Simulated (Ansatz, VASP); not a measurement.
## One calculation of KF, two programs

```
K F
1.0
     0.00000    2.65441    2.65441
     2.65441    0.00000    2.65441
     2.65441    2.65441    0.00000
K F
1 1
Cartesian
  0.0000 0.0000 0.0000
  2.6544 2.6544 2.6544
```

The cell is a database's computed one.

Alike in both runs: task single point; functional PBE; k mesh 6 × 6 × 6; occupations gaussian, width 0.1 eV; no spin polarisation.

```csv
,VASP,Ansatz
version,VASP 6.6.1,Ansatz 0.2.0
potentials or method,"VASP PAW PBE potentials, release 64 (K_sv, F)","scalar-relativistic, plane waves, PAW"
plane-wave cutoff (eV),520,420
valence electrons in the cell,16,16
```

```tsv
	VASP	Ansatz	Ansatz less VASP
gap on the k mesh at the Fermi level (eV)	6.27	6.29	+0.017
least direct gap on the mesh (eV)	6.27	6.29	+0.017
pressure (GPa)	2.2	2.1	-0.06
```

The functional is the same, so the differences come from potentials, cutoffs and numerics.

PBE gaps usually lie below the measured ones, often by a third to a half.
